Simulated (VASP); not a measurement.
# GaN (Fm-3m) in VASP: a series of runs, part 4 of 4

VASP 6.6.1. Earlier steps stand in the parts before.

## Step 6: G0W0 quasiparticle levels, PBE

POSCAR reads:

```
GaN
1.0
    0.0000000000      2.1352350000      2.1352350000
    2.1352350000      0.0000000000      2.1352350000
    2.1352350000      2.1352350000      0.0000000000
Ga N
1 1
Direct
    0.0000000000      0.0000000000      0.0000000000
    0.5000000000      0.5000000000      0.5000000000
```

INCAR.step1 reads:

```
SYSTEM = GaN
ALGO = Fast
EDIFF = 1E-8
ENCUT = 450
GGA = PE
ISMEAR = 0
LASPH = .True.
LCHARG = .False.
LREAL = .False.
LWAVE = .True.
NELM = 60
PREC = Accurate
SIGMA = 0.01
```

INCAR.step2 reads:

```
SYSTEM = GaN
ALGO = Exact
EDIFF = 1E-8
ENCUT = 450
GGA = PE
ISMEAR = 0
ISTART = 1
LASPH = .True.
LCHARG = .False.
LOPTICS = .True.
LREAL = .False.
LWAVE = .True.
NBANDS = 86
NELM = 1
PREC = Accurate
SIGMA = 0.01
```

INCAR.step3 reads:

```
SYSTEM = GaN
ALGO = EVGW0
EDIFF = 1E-8
ENCUT = 450
ENCUTGW = 50
GGA = PE
ISMEAR = 0
ISTART = 1
LASPH = .True.
LCHARG = .False.
LREAL = .False.
LWAVE = .False.
NBANDS = 86
NBANDSGW = 17
NELMGW = 1
NOMEGA = 48
PREC = Accurate
PRECFOCK = Fast
SIGMA = 0.01
```

KPOINTS reads:

```
k-points
0
Gamma
  3 3 3
  0 0 0
```

Potentials or basis: VASP PAW PBE potentials, release 64 (Ga_d_GW, N_GW).

Started as:

```console
cat potpaw_PBE.64/Ga_d_GW/POTCAR potpaw_PBE.64/N_GW/POTCAR > POTCAR
cp INCAR.step1 INCAR
mpirun -np 1 vasp_std > vasp.out
cp INCAR.step2 INCAR
mpirun -np 1 vasp_std > vasp.out
cp INCAR.step3 INCAR
mpirun -np 1 vasp_std > vasp.out
```

OUTCAR:

```text
SYSTEM = GaN
   EDIFF = 1E-8
   ENCUT = 450
   ENCUTGW = 50
   GGA = PE
   ISMEAR = 0
   ISTART = 1
   LASPH = .True.
   LREAL = .False.
   NELMGW = 1
   PREC = Accurate
   PRECFOCK = Fast

 Found      4 irreducible k-points:

 Following reciprocal coordinates:
            Coordinates               Weight
  0.000000  0.000000  0.000000      1.000000
  0.333333  0.000000  0.000000      8.000000
  0.333333  0.333333  0.000000      6.000000
[... 60 lines left out ...]
   ENCUTGWSOFT         =  40.0    soft cutoff for Coulomb kernel in GW response function in eV
   ENCUTLF             =  -1.0    cutoff for local field effects
   NELMGW              =     1    number of iterations in solving QP/BSE equation
   NELMHF              =     1    number of iterations in the inner HF iteration
   NKREDLFX            =     1    NKREDLFY  =   1   NKREDLFZ  =   1
 non-spin polarized calculation
 Gauss-broadening in eV      SIGMA  =   0.01
  energy-cutoff  :      450.00
  volume of cell :       19.47
 maximum number of plane-waves:       432
 NGX is ok and might be reduce to    24
  NGX = 12; NGY = 12; NGZ = 12
   NGX = 11   NGY = 11   NGZ = 11
 maximum number of plane-waves:        18
 NGX is ok and might be reduce to    10

 QP shifts <psi_nk| G(iteration)W_0 |psi_nk>: iteration 1
 for sc-GW calculations column KS-energies equals QP-energies in previous step
 and V_xc(KS)=  KS-energies - (<T + V_ion + V_H > + <T+V_H+V_ion>^1  + <V_x>^1)

 k-point   1 :       0.0000    0.0000    0.0000
  band No.  KS-energies  QP-energies   sigma(KS)   V_xc(KS)     V^pw_x(r,r')   Z            occupation Imag(sigma)

      1      -9.5376     -10.3708     -15.5098     -14.4207     -24.1393       0.7651       2.0000       1.4712
      2      -6.8856     -10.9157     -27.1472     -21.6616     -35.0060       0.7347       2.0000       0.2548
      3      -6.8856     -10.9157     -27.1472     -21.6616     -35.0060       0.7347       2.0000       0.2548
      4      -6.8856     -10.9157     -27.1472     -21.6616     -35.0060       0.7347       2.0000       0.2548
      5      -6.7935     -10.9771     -27.5237     -21.8539     -35.4739       0.7379       2.0000       0.3105
      6      -6.7935     -10.9771     -27.5237     -21.8539     -35.4739       0.7379       2.0000       0.3105
[... 59 lines left out ...]
      3      -6.8688     -10.9463     -27.2838     -21.7284     -35.3046       0.7340       2.0000       0.3246
      4      -6.8067     -10.8274     -27.1262     -21.6602     -34.9837       0.7356       2.0000       0.2648
      5      -6.6877     -10.8017     -27.4528     -21.9037     -35.3089       0.7414       2.0000       0.2495
      6      -4.5080      -6.4911     -21.5798     -18.9229     -29.2231       0.7464       2.0000       0.6360
[... 9 lines left out ...]
     16      30.1108      30.8110     -11.1532     -12.0552      -3.8149       0.7763       0.0000      -0.9868
     17      34.9388      36.0264     -12.0061     -13.3243      -4.4134       0.8250       0.0000      -1.4769
```

OUTCAR.step1:

```text
SYSTEM = GaN
   EDIFF = 1E-8
   ENCUT = 450
   GGA = PE
   ISMEAR = 0
   LASPH = .True.
   LREAL = .False.
[... 172 lines left out ...]
      0.00000      0.00000      0.00000         0.000000      0.000000     -0.000000
      2.13524      2.13524      2.13524        -0.000000     -0.000000      0.000000
 -----------------------------------------------------------------------------------
    total drift:                                0.000000     -0.000000     -0.000000

  FREE ENERGIE OF THE ION-ELECTRON SYSTEM (eV)
  ---------------------------------------------------
  free  energy   TOTEN  =       -10.6773697043 eV

  energy  without entropy=      -10.6773697043  energy(sigma->0) =      -10.67736970
```

OUTCAR.step2:

```text
SYSTEM = GaN
   EDIFF = 1E-8
   ENCUT = 450
   GGA = PE
[... 539 lines left out ...]
  --------------------------------------------------------------------------------------------------------------
     0.00000    20.48353    20.48353    20.48353    -0.00000    -0.00000     0.00000
     1.91613    34.86112    34.86112    34.86112    -0.00000    -0.00000     0.00000
     3.83226    27.15561    27.15561    27.15561    -0.00000    -0.00000     0.00000
     5.74839   -39.57300   -39.57300   -39.57300     0.00000     0.00000    -0.00000
     7.66452    -5.42685    -5.42685    -5.42685     0.00000     0.00000    -0.00000
     9.58065     9.32521     9.32521     9.32521     0.00000    -0.00000    -0.00000
[... 92 lines left out ...]
   187.78071     0.96605     0.96605     0.96605     0.00000     0.00000    -0.00000
   189.69684     0.96685     0.96685     0.96685     0.00000     0.00000    -0.00000
```

Run time: 10 s. Hardware: 1 thread of Intel Xeon 6975P-C (Granite Rapids), shared host; peak memory 0.14 GiB.

These settings aren't checked as converged: the numbers below hold their error.

Results:

```yaml
Band_gap_on_the_k_mesh_mean-field_level: 2.07 eV, indirect (least direct gap 2.26 eV)
Quasiparticle_gap: 2.70 eV
Least_direct_quasiparticle_gap: 2.76 eV
```

Caveat: the k mesh is coarse (spacing up to 0.85 Å⁻¹), so the values aren't converged; bands, screening cutoff and mesh are small and nothing is extrapolated, so the quasiparticle values aren't converged; an odd mesh through Γ misses points on the zone boundary, where band edges often lie.
